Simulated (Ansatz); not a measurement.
**Compressing SiC: a fit and a missing row**

SiC, P6_3mc, a = 3.094 Å, c = 10.129 Å. The compound has several low-lying forms, and this is one of them. Ansatz: PBE, PAW, 420 eV, Γ-centred 12×12×4 mesh on 8 atoms, Gaussian smearing 0.02 eV; no spin polarisation. Shape and atoms are relaxed at each volume; pressure is positive in compression.

| V (Å³/atom) | P (GPa) |
| --- | --- |
| 9.238 | ? |
| 9.553 | 24.15 |
| 9.868 | 14.88 |
| 10.183 | 6.89 |
| 10.498 | 0.00 |
| 10.813 | -5.94 |
| 11.128 | -11.06 |
| 11.548 | -16.80 |

Problem. Take V0 = 10.498 Å³/atom, fit the third-order Birch–Murnaghan form to the other rows, and predict the missing pressure.

Solution. With the Eulerian strain f = ½[(V0/V)^(2/3) − 1] and y = P/[3f(1 + 2f)^(5/2)], the form is the line y = B0 + 1.5 B0 (B0′ − 4) f. Rows (f, y): 0.03245, 212.0; 0.02106, 212.4; 0.01026, 212.8; -0.00976, 213.1; -0.01905, 213.3; -0.03079, 213.2. Means f = 0.0006950, y = 212.80; Σ(Δf)² = 0.003005, ΣΔfΔy = -0.05915; the slope is their ratio. y = 212.8 − 19.68 f GPa, so B0 = 212.8 GPa and B0′ = 4 + 2 × (-19.68)/(3 × 212.8) = 3.94. At V = 9.238, f = 0.04449, y = 211.92 and P = 35.00 GPa. The run gave 34.91 GPa, so the fit is 0.09 GPa too high, a small miss on the scale of the series.